The cell here holds one atom with four valence electrons, enough to fill two levels, since each level holds a pair. The simplest expectation is therefore two filled levels at every k point, a fixed count of the kind a semiconductor has. The germanium computed here is a close-packed metal with twelve neighbours round each atom in a slightly distorted cell, not the four-coordinated crystal of a wafer, and the expectation fails. This geometry was imposed and not relaxed.

Kohn–Sham levels of germanium in a slightly sheared one-atom cell at fixed geometry, computed with GPAW 26.7.0 using PBEsol, PAW data sets and plane waves up to 600 eV, without spin polarisation or spin–orbit coupling. The k mesh is 11×11×11, with Fermi–Dirac smearing of width 0.05 eV. Energies are relative to the Fermi energy.

```
point a (reciprocal cell vector)  point b (reciprocal cell vector)  point c (reciprocal cell vector)  level point (row)  level under 3 (eV)  level under 2 (eV)  level under 1 (eV)  level over 1 (eV)  level over 2 (eV)
                          0.0000                            0.0000                            0.0000                  1                 n/a                 n/a             -13.374              8.828              9.170
                          0.0909                           -0.4545                           -0.4545                  2                 n/a              -5.253              -4.102              1.084              2.563
                          0.1818                           -0.0909                           -0.2727                  3                 n/a                 n/a              -9.728              0.069              0.879
                          0.1818                            0.2727                           -0.1818                  4                 n/a              -9.352              -0.262              1.915              3.732
                          0.2727                           -0.2727                            0.0000                  5              -8.567              -1.456              -0.924              6.415             10.240
                          0.3636                           -0.1818                           -0.4545                  6              -5.741              -2.697              -0.711              0.388             11.545
                          0.4545                            0.0000                            0.0000                  7                 n/a              -8.529              -5.214              6.948              7.514
```

Each row is one k point of the same crystal, with its components along the three reciprocal cell vectors. Energies are counted from the Fermi energy; "level under 1" is the nearest level below it and "level over 1" the nearest above. From point 1 to point 7 the number of levels below runs 1, 2, 1, 2, 3, 3, 2. Bands must therefore cross the Fermi energy between these points, which makes the crystal a metal.

The irregular count becomes simple if the electrons are treated as almost free. Theory gives a reason to try this: a valence electron must stay orthogonal to the core states, which cancels much of the deep attraction near the nucleus and leaves a weak effective potential. A state is then nearly a plane wave, with energy

E = (ħ²/2m) |k + G|²

Here m is the free electron mass, ħ the reduced Planck constant and G any reciprocal lattice vector. One k point thus carries many waves, and those with a short k + G lie low.

A picture in reciprocal space gives the count. Draw round every reciprocal lattice point a sphere that holds all waves up to the Fermi energy. The number of spheres that cover a given k point is its number of filled levels. Four electrons make the volume of each sphere twice that of the Brillouin zone, so two is the average cover, while single points may be covered once, three times or even four times. The naive answer survives only as an average.

Point 7 can be worked by hand, because it lies along a single reciprocal vector. The lattice planes belonging to that vector are 2.44 Å apart, the cell volume divided by the area of one cell face. A wave with this wavelength has the energy h²/(2md²), with h = 2πħ and d the spacing, which is 25.2 eV. The two lowest waves at point 7 then have

E₁ = 0.4545² × 25.2 eV = 5.2 eV
E₂ = (0.4545 − 1)² × 25.2 eV = 7.5 eV

Measured from the lowest level at point 1, the computed levels lie at 4.8 and 8.2 eV. Every other wave at point 7 has a much longer vector k + G, so the next free wave comes only at 22.7 eV. That is the origin of the wide empty stretch in this row.

An electron on a ring with a weak periodic ripple shows what the potential adds. Where two waves of equal energy meet, the ripple combines them into two standing waves, one with its density on the crests and one in the troughs, and their energies separate. At point 2 the free waves differ by only 0.09 eV, an effect of the distorted cell, while the computed levels are 1.15 eV apart. The analogy ends at the gap: on the ring such a separation is a true gap, but in three dimensions other directions can supply states at the same energies. They do so here: point 7 has a level at −5.214 eV, between the two levels of point 2 at −5.253 and −4.102 eV.

Point 6 is the row where counting free waves gives the wrong number. Four waves lie there below the computed Fermi energy, yet only three levels do. The computed group of four spans 6.1 eV instead of the free waves' 4.1 eV, while its mean moves by only about 0.2 eV. This is what mixing within a group does: it spreads the levels about their mean, and here it lifts the highest one over the Fermi energy.

Points 3 and 4 differ by a narrow margin. The second level from below lies 0.069 eV above the Fermi energy at point 3 and 0.262 eV below it at point 4. The free waves give the same order, but by margins smaller than the errors of the second wave at most other points. At point 3 the smearing also leaves that level about one-fifth filled, so "over" does not mean empty.

The free-wave picture is poorest for the high levels at points 1 and 7, which come out 2 to 3 eV below it. Many waves of similar length meet there, and strong mixing can push the lowest combinations far down. The 0.34 eV between the two upper levels at point 1 should not be read finely: if these levels are p-like, as expected, spin–orbit coupling, which is left out, can split them by a similar amount.

The output below compares the free waves of the actual cell with the computed levels at all seven points; only the zero of energy is matched, at point 1. For another k point of this crystal, the first guess follows from counting the short vectors k + G, and the correction from asking which of them have nearly equal length.

Output of the analysis:

```
Computed levels in eV above the lowest level at point 1:
     row  number under Fermi energy  first  second  third  fourth  second less first  third less second  step across Fermi energy
     0.0                          1      0    22.2  22.54     n/a               22.2              0.342                      22.2
  0.0909                          2  8.121   9.272  14.46   15.94              1.151              5.186                     5.186
  0.1818                          1  3.646   13.44  14.25     n/a              9.797               0.81                     9.797
  0.1818                          2  4.022   13.11  15.29   17.11               9.09              2.177                     2.177
  0.2727                          3  4.807   11.92  12.45   19.79              7.111              0.532                     7.339
  0.3636                          3  7.633   10.68  12.66   13.76              3.044              1.986                     1.099
  0.4545                          2  4.845    8.16  20.32   20.89              3.315              12.16                     12.16
Free plane waves in eV above the bottom of the parabola:
     row  number under computed Fermi height  first  second  third  fourth  second less first  third less second
     0.0                                   1      0    25.1   25.1   25.24               25.1                  0
  0.0909                                   2  8.863   8.951  13.99   16.93            0.08755              5.044
  0.1818                                   1  3.718   13.52  13.87   19.65              9.801             0.3487
  0.1818                                   2  4.101   13.14  15.64   16.34              9.037              2.499
  0.2727                                   3  4.991   11.83  11.89   20.93              6.834            0.06271
  0.3636                                   4   8.14   11.18   12.2   12.28              3.039              1.018
  0.4545                                   2  5.213    7.51  22.69   23.38              2.297              15.18
Computed level less free wave in eV:
     row     first    second    third   fourth  mean of first two  mean of second and third  mean of four
     0.0         0    -2.897   -2.555      n/a             -1.449                    -2.726           n/a
  0.0909    -0.742    0.3214   0.4638  -0.9957            -0.2103                    0.3926       -0.2381
  0.1818  -0.07239  -0.07608   0.3852      n/a           -0.07424                    0.1545           n/a
  0.1818  -0.07925  -0.02655  -0.3485   0.7677            -0.0529                   -0.1875       0.07835
  0.2727   -0.1841   0.09244   0.5617   -1.138           -0.04582                    0.3271       -0.1669
  0.3636   -0.5069   -0.5022   0.4655    1.485            -0.5046                  -0.01834        0.2354
  0.4545   -0.3683    0.6501   -2.364   -2.487             0.1409                   -0.8572        -1.142
Free-electron Fermi energy for four electrons in this cell (eV): 13.15
Filling of the level just over the Fermi energy at point 3 (fraction): 0.201
```
